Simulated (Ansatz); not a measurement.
# Ge under changes of volume

One of the cells (18.253 Å³/atom); the others are scaled copies at fixed shape and fractional positions:

```xyz
2
Lattice="1.4881 -2.5947 0.0000 1.4881 2.5947 0.0000 0.0000 0.0000 4.7276" Properties=species:S:1:pos:R:3 pbc="T T T"
Ge    1.4881    0.8643    1.1819
Ge    1.4881   -0.8643    3.5457
```

This isn't the form of Ge at room conditions, which is diamond.

- Program: Ansatz 0.2.0
- Functional: PBE
- Potentials or basis: Ansatz PAW
- Cutoff: 420 eV (not typed: the program's choice for these potentials)
- k mesh: 10 × 10 × 6
- Occupations: fermi-dirac, width 0.05 eV
- Spin: no spin polarisation

```csv
volume (Å³/atom),energy over the lowest point (meV/atom),pressure (GPa),largest force (eV/Å)
17.158,62.75,10.2,0.003
17.523,41.84,8.1,0.002
17.888,25.67,6.1,0.001
18.253,13.80,4.3,0.001
18.618,5.80,2.7,0.000
18.984,?,?,?
19.349,0.00,-0.1,0.001
```

**Question.** What does the run at 18.984 Å³/atom give?

**Answer.** Energy over the lowest point 1.31 meV/atom; pressure 1.2 GPa; largest force 0.000 eV/Å.

Worked out: A Birch-Murnaghan fit of order 3 (a polynomial in V^(-2/3)) to the other rows has its minimum at 19.33 Å³/atom with B0 = V·E''(V) = 67 GPa and B' = 4.2 at fixed shape and positions, which overstates the stiffness. It gives 1.30 meV/atom at 18.984 Å³/atom, against the run's 1.31, and -dE/dV = 1.2 GPa, against 1.2.

Energies are extrapolated to zero smearing.
